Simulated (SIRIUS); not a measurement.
The system is BP.

```
CELL_PARAMETERS angstrom
3.19814 0.00000 0.00000
-1.59907 2.76967 0.00000
0.00000 0.00000 6.97390
ATOMIC_POSITIONS crystal
B 0.66667 0.33333 0.00000
B 0.33333 0.66667 0.50000
P 0.33333 0.66667 0.00000
P 0.00000 0.00000 0.50000
```

The cell was built by a generator and needn't be a form met in nature.

Base run:

```yaml
Program: SIRIUS 7.10.0
Functional: RPBE
Potentials_or_basis: PseudoDojo 0.4.1 PBE standard (scalar relativistic)
Cutoff: 1054 eV
Density_cutoff: 4214 eV
k_mesh: 7 × 7 × 3
Occupations: fermi-dirac, width 0.05 eV
Spin: no spin polarisation
```

Its results: band gap on the k mesh 0.88 eV; pressure 3.6 GPa.

Question: After a change of settings the same cell gave: band gap on the k mesh 0.75 eV; pressure -0.4 GPa. Which change was it?
A. functional from RPBE to LDA; libxc names from ["XC_GGA_X_RPBE", "XC_GGA_C_PBE"] to ["XC_LDA_X", "XC_LDA_C_PW"]
B. functional from RPBE to PBEsol; libxc names from ["XC_GGA_X_RPBE", "XC_GGA_C_PBE"] to ["XC_GGA_X_PBE_SOL", "XC_GGA_C_PBE_SOL"]
C. functional from RPBE to XLYP; libxc names from ["XC_GGA_X_RPBE", "XC_GGA_C_PBE"] to ["XC_GGA_XC_XLYP"]
D. functional from RPBE to SOGGA11; libxc names from ["XC_GGA_X_RPBE", "XC_GGA_C_PBE"] to ["XC_GGA_X_SOGGA11", "XC_GGA_C_SOGGA11"]

Answer: D.

Caveats: the potentials were made for another functional, which shifts forces and pressure; an odd mesh through Γ misses points on the zone boundary, where band edges often lie; this functional lacks dispersion, which binds the layers, so the pressure and a relaxed spacing across them are unreliable (some runs).
